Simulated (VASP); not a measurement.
A run of VASP 6.6.1 is set up as follows.

The input POSCAR:

```
C
1.0
    0.0000000000      1.8324597909      1.7801241411
    1.8324597909      0.0000000000      1.7801241411
    1.8324597909      1.8324597909      0.0000000000
C
2
Direct
    0.0000000000      0.0000000000      0.0000000000
    0.2500000000      0.2500000000      0.2500000000
```

Contents of INCAR.step1:

```
SYSTEM = C
PREC = Accurate
ENCUT = 520
EDIFF = 1E-5
ISMEAR = 0
SIGMA = 0.01
LREAL = .False.
LASPH = .True.
NELM = 100
ALGO = Normal
ISIF = 2
LWAVE = .True.
LCHARG = .False.
NBANDS = 11
GGA = PE
```

Contents of INCAR.step2:

```
SYSTEM = C
PREC = Accurate
ENCUT = 520
EDIFF = 1E-7
ISMEAR = 0
SIGMA = 0.01
LREAL = .False.
LASPH = .True.
NELM = 100
ALGO = Normal
ISIF = 2
LWAVE = .False.
LCHARG = .False.
GGA = PE
LHFCALC = .True.
HFSCREEN = 0.2079
PRECFOCK = Normal
NBANDS = 11
ISTART = 1
```

The input KPOINTS:

```
regular mesh
0
Gamma
  8 8 8
  0 0 0
```

Potentials or basis: VASP PAW PBE potentials, release 64 (C).

Launch:

```sh
$ cat potpaw_PBE.64/C/POTCAR > POTCAR
$ cp INCAR.step1 INCAR
$ mpirun -np 1 vasp_std > vasp.out
$ cp INCAR.step2 INCAR
$ mpirun -np 1 vasp_std > vasp.out
```

**Question.** What does it give for the pressure?

**Answer.** -28.5 GPa.

**Question.** Predict the band gap on the k mesh.

**Answer.** 4.40 eV, indirect (least direct gap 6.29 eV).

Stress tensor (GPa, compression positive):
```
-37.13   0.00   0.00
  0.00 -37.13   0.00
  0.00   0.00 -11.09
```

Caveat: so large a pressure means that the cell lies far from this level's equilibrium, or that cutoff or potentials fall short; the potentials were made for another functional, which shifts forces and pressure. A k mesh can miss the band edges.
